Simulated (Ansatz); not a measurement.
The system is BeS.

```
CELL_PARAMETERS angstrom
0.00000 2.42500 2.42500
2.42500 0.00000 2.42500
2.42500 2.42500 0.00000
ATOMIC_POSITIONS crystal
S 0.75000 0.75000 0.75000
Be 0.00000 0.00000 0.00000
```

Base run:

```yaml
Program: Ansatz 0.2.0
Functional: r2SCANh
Potentials_or_basis: Ansatz PAW
Cutoff: "500 eV (not typed: the program's choice for these potentials)"
k_mesh: 6 × 6 × 6
Occupations: gaussian, width 0.02 eV
Spin: no spin polarisation
```

Its results: band gap on the k mesh 4.15 eV, indirect (least direct gap 6.91 eV); pressure 0.8 GPa.

Problem. The run is repeated on the same cell with these changes: functional from r2SCANh to r2SCAN-EpsX; occupations from gaussian, width 0.02 eV to fermi-dirac, width 0.15 eV. What comes out?

Solution. Band gap on the k mesh 4.75 eV, indirect (least direct gap 7.62 eV); pressure 0.5 GPa.

Caveats: the PAW data sets come from PBE, with cores solved anew for the run's functional, which leaves a small shift of forces and pressure; the thresholds are loose for stress.
